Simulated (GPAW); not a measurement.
The system is AlN.

```xyz
4
Lattice="3.1130 0.0000 0.0000 -1.5565 2.6959 0.0000 0.0000 0.0000 4.9810" Properties=species:S:1:pos:R:3 pbc="T T T"
Al    1.5565    0.8986    2.4905
Al    0.0000    1.7973    0.0000
N     1.5565    0.8986    4.3833
N     0.0000    1.7973    1.8928
```

Base run:

* Program: GPAW 26.7.0
* Functional: BLYP
* Potentials or basis: PAW data sets generated in the run's folder for this functional
* Cutoff: 800 eV
* Basis: pw
* k mesh: 7 × 7 × 4
* Occupations: fermi-dirac, width 0.05 eV
* Spin: no spin polarisation

Its results: band gap on the k mesh 4.56 eV, direct; pressure 6.9 GPa; largest force 0.116 eV/Å.

**Question.** After a change of settings the same cell gave: band gap on the k mesh 4.27 eV, direct; pressure 3.8 GPa; largest force 0.130 eV/Å. Which change was it?
A. functional from BLYP to BP86; band points from 80 to 60
B. functional from BLYP to AM05; band points from 80 to 60
C. functional from BLYP to PBEsol; band points from 80 to 100
D. functional from BLYP to PW91

**Answer.** D.

PW91 binds more tightly than BLYP, so the same cell stands under less pressure.

Not every run made on this cell is shown here.
